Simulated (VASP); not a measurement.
# CaF2 (Fluorite) (Fm-3m) in VASP: a series of runs

Runs on CaF2 (Fluorite). Level: PBE. Tasks: density of states, G0W0 quasiparticle levels.

Everything below comes from runs of VASP 6.6.1. Logs are shortened: lines on timing, memory, paths and dates and some standing lists are left out, and cuts for length are marked.

### Step 1. The crystal as given

The structure is cubic, space group Fm-3m (No. 225). Conventional cell: a = 5.425 Å, b = 5.425 Å, c = 5.425 Å, α = 90.00°, β = 90.00°, γ = 90.00°. Around Ca (site symmetry m-3m) lie 8 F at 2.35 Å. Around F (site symmetry -43m) lie 4 Ca at 2.35 Å.

### Step 2. Density of states, PBE

File POSCAR:

```
CaF2                                    
1.0
    0.0000000000      2.7123156406      2.7123156406
    2.7123156406      0.0000000000      2.7123156406
    2.7123156406      2.7123156406      0.0000000000
  Ca              F             
     1     2
Direct
     0.0000000000000000    0.0000000000000000    0.0000000000000000
     0.2500000000000000    0.2500000000000000    0.2500000000000000
     0.7500000000000000    0.7500000000000000    0.7500000000000000
```

File INCAR.step1:

```
PREC = Accurate
ENCUT = 520
EDIFF = 1E-6
ISMEAR = 0
SIGMA = 0.03
LREAL = F
LASPH = T
NELM = 80
ALGO = Normal
ISIF = 2
LWAVE = F
LCHARG = T
GGA = PE
NBANDS = 19
KPAR = 2
```

File KPOINTS.step1:

```
Automatic mesh
0
Gamma
  8 8 8
```

File INCAR.step2:

```
PREC = Accurate
ENCUT = 520
EDIFF = 1E-6
ISMEAR = -5
SIGMA = 0.03
LREAL = F
LASPH = T
NELM = 80
ALGO = Normal
ISIF = 2
LWAVE = F
LCHARG = F
GGA = PE
LORBIT = 11
NBANDS = 19
KPAR = 2
NEDOS = 2001
ICHARG = 11
```

File KPOINTS.step2:

```
Automatic mesh
0
Gamma
  12 12 12
```

Potentials or basis: VASP PAW PBE potentials, release 64 (Ca_sv, F).

Run with:

```bash
$ cat potpaw_PBE.64/Ca_sv/POTCAR potpaw_PBE.64/F/POTCAR > POTCAR
$ cp INCAR.step1 INCAR
$ cp KPOINTS.step1 KPOINTS
$ mpirun -np 2 vasp_std > vasp.out
$ cp INCAR.step2 INCAR
$ cp KPOINTS.step2 KPOINTS
$ mpirun -np 2 vasp_std > vasp.out
```

OUTCAR:

```text
PREC = Accurate
   ENCUT = 520
   EDIFF = 1E-6
   ISMEAR = -5
   LREAL = F
   LASPH = T
   NELM = 80
   ISIF = 2
   GGA = PE
   LORBIT = 11
   ICHARG = 11

 ion  position               nearest neighbor table
   1  0.000  0.000  0.000-   3 2.35   3 2.35   3 2.35   2 2.35   3 2.35   2 2.35   2 2.35   2 2.35

   2  0.250  0.250  0.250-   1 2.35   1 2.35   1 2.35   1 2.35
   3  0.750  0.750  0.750-   1 2.35   1 2.35   1 2.35   1 2.35

  LATTYP: Found a face centered cubic cell.
 ALAT       =     5.4246312812

  Lattice vectors:

 A1 = (   0.0000000000,   2.7123156406,   2.7123156406)
 A2 = (   2.7123156406,   0.0000000000,   2.7123156406)
 A3 = (   2.7123156406,   2.7123156406,   0.0000000000)

Analysis of symmetry for initial positions (statically):
=====================================================================
 Subroutine PRICEL returns:
 Original cell was already a primitive cell.

 Routine SETGRP: Setting up the symmetry group for a
 face centered cubic supercell.

 Subroutine GETGRP returns: Found 48 space group operations
 (whereof 48 operations were pure point group operations)
 out of a pool of 48 trial point group operations.

The static configuration has the point symmetry O_h .

Analysis of symmetry for dynamics (positions and initial velocities):
=====================================================================
 Subroutine PRICEL returns:
 Original cell was already a primitive cell.

 Routine SETGRP: Setting up the symmetry group for a
 face centered cubic supercell.

 Subroutine GETGRP returns: Found 48 space group operations
 (whereof 48 operations were pure point group operations)
 out of a pool of 48 trial point group operations.

The dynamic configuration has the point symmetry O_h .

 Subroutine INISYM returns: Found 48 space group operations
 (whereof 48 operations are pure point group operations),
 and found     1 'primitive' translations

----------------------------------------------------------------------------------------

                                     Primitive cell

  volume of cell :      39.9071

  direct lattice vectors                    reciprocal lattice vectors
     0.000000000  2.712315641  2.712315641    -0.184344326  0.184344326  0.184344326
     2.712315641  0.000000000  2.712315641     0.184344326 -0.184344326  0.184344326
     2.712315641  2.712315641  0.000000000     0.184344326  0.184344326 -0.184344326

  length of vectors
     3.835793564  3.835793564  3.835793564     0.319293740  0.319293740  0.319293740

  position of ions in fractional coordinates (direct lattice)
     0.000000000  0.000000000  0.000000000
     0.250000000  0.250000000  0.250000000
     0.750000000  0.750000000  0.750000000

  ion indices of the primitive-cell ions
   primitive index   ion index
                 1           1
                 2           2
                 3           3

----------------------------------------------------------------------------------------

 KPOINTS: Automatic mesh

Automatic generation of k-mesh.
 Grid dimensions read from file:
 generate k-points for:   12   12   12

 Generating k-lattice:

  Cartesian coordinates                     Fractional coordinates (reciprocal lattice)
    -0.015362027  0.015362027  0.015362027     0.083333333  0.000000000  0.000000000
     0.015362027 -0.015362027  0.015362027     0.000000000  0.083333333  0.000000000
     0.015362027  0.015362027 -0.015362027     0.000000000  0.000000000  0.083333333

  Length of vectors
     0.026607812  0.026607812  0.026607812

  Shift w.r.t. Gamma in fractional coordinates (k-lattice)
     0.000000000  0.000000000  0.000000000

 TETIRR: Found    247 inequivalent tetrahedra from    10368

 Subroutine IBZKPT returns following result:
 ===========================================

 Found     72 irreducible k-points:

 Following reciprocal coordinates:
            Coordinates               Weight
  0.000000  0.000000  0.000000      1.000000
  0.083333  0.000000  0.000000      8.000000
  0.166667  0.000000  0.000000      8.000000
  0.250000  0.000000  0.000000      8.000000
  0.333333  0.000000  0.000000      8.000000
  0.416667  0.000000  0.000000      8.000000
[... 16 lines left out ...]
  0.500000  0.166667  0.000000     24.000000
 -0.416667  0.166667  0.000000     24.000000
 [... further k-points ...]
   k-points           NKPTS =     72   k-points in BZ     NKDIM =     72   number of bands    NBANDS=     19
   number of dos      NEDOS =   2001   number of ions     NIONS =      3
   total plane-waves  NPLWV =  27000
   dimension x,y,z NGX =    30 NGY =   30 NGZ =   30
   dimension x,y,z NGXF=    60 NGYF=   60 NGZF=   60
   ions per type =               1   2
   NGX,Y,Z   is equivalent  to a cutoff of  13.00, 13.00, 13.00 a.u.
   NGXF,Y,Z  is equivalent  to a cutoff of  26.00, 26.00, 26.00 a.u.
 SYSTEM =  unknown system
   PREC   = accura    normal or accurate (medium, high low for compatibility)
   ISTART =      0    job   : 0-new  1-cont  2-samecut
   ICHARG =     11    charge: 1-file 2-atom 10-const
   ISPIN  =      1    spin polarized calculation?
   LNONCOLLINEAR =      F non collinear calculations
   LSORBIT =      F    spin-orbit coupling
   LASPH  =      T    aspherical Exc in radial PAW
   ENCUT  =  520.0 eV  38.22 Ry    6.18 a.u.   7.13  7.13  7.13*2*pi/ulx,y,z
   NELM   =     80;   NELMIN=  2; NELMDL=  0     # of ELM steps
   EDIFF  = 0.1E-05   stopping-criterion for ELM
   LREAL  =      F    real-space projection
   EDIFFG = 0.1E-04   stopping-criterion for IOM
   NSW    =      0    number of steps for IOM
   IBRION =     -1    ionic relax: 0-MD 1-quasi-New 2-CG
   NFREE  =      0    steps in history (QN), initial steepest desc. (CG)
   ISIF   =      2    stress and relaxation
   ISYM   =      2    0-nonsym 1-usesym 2-fastsym
   POTIM  = 0.5000    time-step for ionic-motion
   TEBEG  =    0.0;   TEEND  =   0.0 temperature during run
   PSTRESS=    0.0 pullay stress
   NELECT =      24.0000    total number of electrons
   NUPDOWN=      -1.0000    fix difference up-down
   EMIN   =  10.00;   EMAX   =-10.00  energy-range for DOS
   EFERMI =   0.00;   METHOD = LEGACY
   ISMEAR =    -5;   SIGMA  =   0.03  broadening in eV -4-tet -1-fermi 0-gaus
   EFERMI_NEDOS =   21; number of points for ismear=-14 and -15
   IALGO  =     38    algorithm
   IMIX   =      4    mixing-type and parameters
     AMIX     =   0.40;   BMIX     =  1.00
     AMIX_MAG =   1.60;   BMIX_MAG =  1.00
  volume/ion in A,a.u.               =      13.30        89.77
  Fermi-wavevector in a.u.,A,eV,Ry     =   1.381852  2.611323 25.980546  1.909516
  Thomas-Fermi vector in A             =   2.506598
   LORBIT       =     11    0 simple, 1 ext, 2 COOP (PROOUT), +10 PAW based schemes
   GGA     = PE    functional components
   LHFCALC =     F    Hartree Fock is set to
   AEXX    =    0.0000 exact exchange contribution
   IVDW    =     0    specifies the selected vdW correction
   LEPSILON=     F    determine dielectric tensor
   LRPA    =     F    only Hartree local field effects (RPA)
 non-spin polarized calculation
 Fermi weights with tetrahedron method with Bloechl corrections
  energy-cutoff  :      520.00
  volume of cell :       39.91
 maximum number of plane-waves:      1090
 NGX is ok and might be reduce to    30

 number of electron      23.9999982 magnetization

 Free energy of the ion-electron system (eV)
  ---------------------------------------------------
  ext. energy  EPLUGINS =         0.00000000
  ---------------------------------------------------
  free energy    TOTEN  =       -17.30938608 eV

  energy without entropy =      -17.30938608  energy(sigma->0) =      -17.30938608

 E-fermi :  -0.8331     XC(G=0):  -9.7342

 val. band max:       -0.8560058826   @ k =   0.5000   0.5000   0.0000
 cond. band min:       6.5445823082   @ k =   0.0000   0.0000   0.0000
 fundamental gap:      7.4005881908
 Fermi energy:        -0.8330885610

 k-point     1 :       0.0000    0.0000    0.0000
  band No.  band energies     occupation
      1     -36.7840      2.00000
      2     -20.8418      2.00000
      3     -20.0391      2.00000
      4     -17.7229      2.00000
      5     -17.7229      2.00000
      6     -17.7229      2.00000
[... 11 lines left out ...]
     18      10.5330      0.00000
     19      16.2629      0.00000

 k-point     2 :       0.0833    0.0000    0.0000
  band No.  band energies     occupation
      1     -36.7815      2.00000
      2     -20.8616      2.00000
      3     -20.0567      2.00000
      4     -17.7260      2.00000
      5     -17.7260      2.00000
      6     -17.6908      2.00000
[... 11 lines left out ...]
     18      10.5136      0.00000
     19      15.9140      0.00000

 k-point     3 :       0.1667    0.0000    0.0000
  band No.  band energies     occupation
      1     -36.7746      2.00000
      2     -20.9082      2.00000
      3     -20.1145      2.00000
      4     -17.7344      2.00000
      5     -17.7344      2.00000
      6     -17.6008      2.00000
[... 11 lines left out ...]
     18      10.4609      0.00000
     19      15.1320      0.00000

 k-point     4 :       0.2500    0.0000    0.0000
  band No.  band energies     occupation
      1     -36.7652      2.00000
      2     -20.9533      2.00000
      3     -20.2140      2.00000
      4     -17.7458      2.00000
      5     -17.7458      2.00000
      6     -17.4734      2.00000
[... 11 lines left out ...]
     18      10.3889      0.00000
     19      14.2771      0.00000

 k-point     5 :       0.3333    0.0000    0.0000
  band No.  band energies     occupation
      1     -36.7558      2.00000
      2     -20.9773      2.00000
      3     -20.3351      2.00000
      4     -17.7572      2.00000
      5     -17.7572      2.00000
      6     -17.3428      2.00000
[... 11 lines left out ...]
     18      10.3173      0.00000
     19      13.5765      0.00000

 k-point     6 :       0.4167    0.0000    0.0000
  band No.  band energies     occupation
      1     -36.7489      2.00000
      2     -20.9770      2.00000
      3     -20.4404      2.00000
      4     -17.7655      2.00000
      5     -17.7655      2.00000
      6     -17.2458      2.00000
[... 11 lines left out ...]
     18      10.2654      0.00000
     19      13.1922      0.00000

 k-point     7 :       0.5000    0.0000    0.0000
  band No.  band energies     occupation
      1     -36.7464      2.00000
      2     -20.9716      2.00000
      3     -20.4840      2.00000
      4     -17.7685      2.00000
      5     -17.7685      2.00000
      6     -17.2101      2.00000
[... 11 lines left out ...]
     18      10.2466      0.00000
     19      13.0996      0.00000

 k-point     8 :       0.0833    0.0833    0.0000
  band No.  band energies     occupation
      1     -36.7806      2.00000
      2     -20.8691      2.00000
      3     -20.0612      2.00000
      4     -17.7306      2.00000
      5     -17.7306      2.00000
      6     -17.6737      2.00000
[... 256 lines left out ...]
 k-point    20 :       0.2500    0.1667    0.0000
  band No.  band energies     occupation
      1     -36.7644      2.00000
      2     -20.9827      2.00000
      3     -20.1820      2.00000
      4     -17.7650      2.00000
      5     -17.7506      2.00000
      6     -17.4553      2.00000
[... 11 lines left out ...]
     18      10.3890      0.00000
     19      15.2832      0.00000

 k-point    21 :       0.3333    0.1667    0.0000
  band No.  band energies     occupation
      1     -36.7559      2.00000
      2     -21.0079      2.00000
      3     -20.2912      2.00000
      4     -17.7772      2.00000
      5     -17.7232      2.00000
      6     -17.3699      2.00000
[... 11 lines left out ...]
     18      10.4641      0.00000
     19      14.5584      0.00000

 k-point    22 :       0.4167    0.1667    0.0000
  band No.  band energies     occupation
      1     -36.7481      2.00000
      2     -20.9976      2.00000
      3     -20.4293      2.00000
      4     -17.7847      2.00000
      5     -17.6846      2.00000
      6     -17.3009      2.00000
[... 11 lines left out ...]
     18      10.7705      0.00000
     19      13.9083      0.00000

 k-point    23 :       0.5000    0.1667    0.0000
  band No.  band energies     occupation
      1     -36.7433      2.00000
      2     -20.9552      2.00000
      3     -20.5560      2.00000
      4     -17.7857      2.00000
      5     -17.6514      2.00000
      6     -17.2651      2.00000
[... 11 lines left out ...]
     18      11.1797      0.00000
     19      13.4756      0.00000

 k-point    24 :      -0.4167    0.1667    0.0000
  band No.  band energies     occupation
      1     -36.7427      2.00000
      2     -20.9233      2.00000
      3     -20.6043      2.00000
      4     -17.7799      2.00000
      5     -17.6327      2.00000
      6     -17.2752      2.00000
[... 11 lines left out ...]
     18      11.2952      0.00000
     19      13.4140      0.00000

 [... further k-points ...]

------------------------ aborting loop because EDIFF is reached ----------------------------------------

  FORCE on cell =-STRESS in cart. coord.  units (eV):
  Direction    XX          YY          ZZ          XY          YZ          ZX
  --------------------------------------------------------------------------------------
  -------------------------------------------------------------------------------------
  Total        1.0968896      1.0968896      1.0968896      0.0000000     -0.0000000      0.0000000
  in kB       44.0375161     44.0375161     44.0375161      0.0000000     -0.0000000      0.0000000
  external PRESSURE =      44.0375161 kB  Pullay stress =       0.0000000 kB

 VOLUME and BASIS-vectors are now :
 -----------------------------------------------------------------------------
  energy-cutoff  :      520.00
  volume of cell :       39.91
      direct lattice vectors                 reciprocal lattice vectors
     0.000000000  2.712315641  2.712315641    -0.184344326  0.184344326  0.184344326
     2.712315641  0.000000000  2.712315641     0.184344326 -0.184344326  0.184344326
     2.712315641  2.712315641  0.000000000     0.184344326  0.184344326 -0.184344326

 POSITION                                       TOTAL-FORCE (eV/Angst)
 -----------------------------------------------------------------------------------
      0.00000      0.00000      0.00000         0.000000     -0.000000      0.000000
      1.35616      1.35616      1.35616        -0.000000     -0.000000     -0.000000
      4.06847      4.06847      4.06847         0.000000      0.000000     -0.000000
 -----------------------------------------------------------------------------------
    total drift:                                0.000000     -0.000000      0.000000

  FREE ENERGIE OF THE ION-ELECTRON SYSTEM (eV)
  ---------------------------------------------------
  free  energy   TOTEN  =       -17.3093860836 eV

  energy  without entropy=      -17.3093860836  energy(sigma->0) =      -17.30938608

 total charge

# of ion       s       p       d       tot
------------------------------------------
    1        2.022   5.873   0.225   8.121
    2        1.734   4.395   0.000   6.129
    3        1.734   4.395   0.000   6.129
--------------------------------------------------
tot          5.490  14.664   0.225  20.380
```

Wall time 20 s (2 MPI ranks of Intel Xeon Platinum 8488C (Sapphire Rapids), shared host); peak memory 0.18 GiB.

Results:

* Valence electrons inside the program's atomic spheres: Ca 8.12; F 6.13

Levels at points of the mesh, in eV from the valence-band top:
```csv
k point,band 8,band 9,band 10,band 11,band 12,band 13,band 14,band 15,band 16,band 17
"(0.00, 0.00, 0.00)",-2.18,-2.18,-0.26,-0.26,-0.26,7.40,9.24,9.24,11.39,11.39
"(0.50, 0.00, 0.00)",-1.56,-1.31,-1.26,-0.85,-0.85,9.47,9.47,9.88,10.84,11.10
"(0.50, 0.50, 0.00)",-1.68,-1.68,-0.38,-0.38,0.00,8.17,9.63,10.19,11.00,11.00
```

States per cell in windows of 1 eV (zero at the valence-band top; states under -8 eV left out):
| from (eV) | total | F2_p | F3_p | Ca1_d | Ca1_p | Ca1_s | F2_s |
| --- | --- | --- | --- | --- | --- | --- | --- |
| -8.0 | 0.00 | 0.00 | 0.00 | 0.00 | 0.00 | 0.00 | 0.00 |
| -7.0 | 0.00 | 0.00 | 0.00 | 0.00 | 0.00 | 0.00 | 0.00 |
| -6.0 | 0.00 | 0.00 | 0.00 | 0.00 | 0.00 | 0.00 | 0.00 |
| -5.0 | 0.00 | 0.00 | 0.00 | 0.00 | 0.00 | 0.00 | 0.00 |
| -4.0 | 0.00 | 0.00 | 0.00 | 0.00 | 0.00 | 0.00 | 0.00 |
| -3.0 | 1.54 | 0.50 | 0.50 | 0.04 | 0.02 | 0.02 | 0.00 |
| -2.0 | 5.21 | 1.82 | 1.82 | 0.11 | 0.07 | 0.03 | 0.00 |
| -1.0 | 5.16 | 2.03 | 2.03 | 0.06 | 0.04 | 0.00 | 0.00 |
| 0.0 | 0.00 | 0.00 | 0.00 | 0.00 | 0.00 | 0.00 | 0.00 |
| 1.0 | 0.00 | 0.00 | 0.00 | 0.00 | 0.00 | 0.00 | 0.00 |
| 2.0 | 0.00 | 0.00 | 0.00 | 0.00 | 0.00 | 0.00 | 0.00 |
| 3.0 | 0.00 | 0.00 | 0.00 | 0.00 | 0.00 | 0.00 | 0.00 |
| 4.0 | 0.00 | 0.00 | 0.00 | 0.00 | 0.00 | 0.00 | 0.00 |
| 5.0 | 0.00 | 0.00 | 0.00 | 0.00 | 0.00 | 0.00 | 0.00 |
| 6.0 | 0.00 | 0.00 | 0.00 | 0.00 | 0.00 | 0.00 | 0.00 |
| 7.0 | 0.04 | 0.00 | 0.00 | 0.00 | 0.00 | 0.00 | 0.00 |

[end of part 1 of 2]
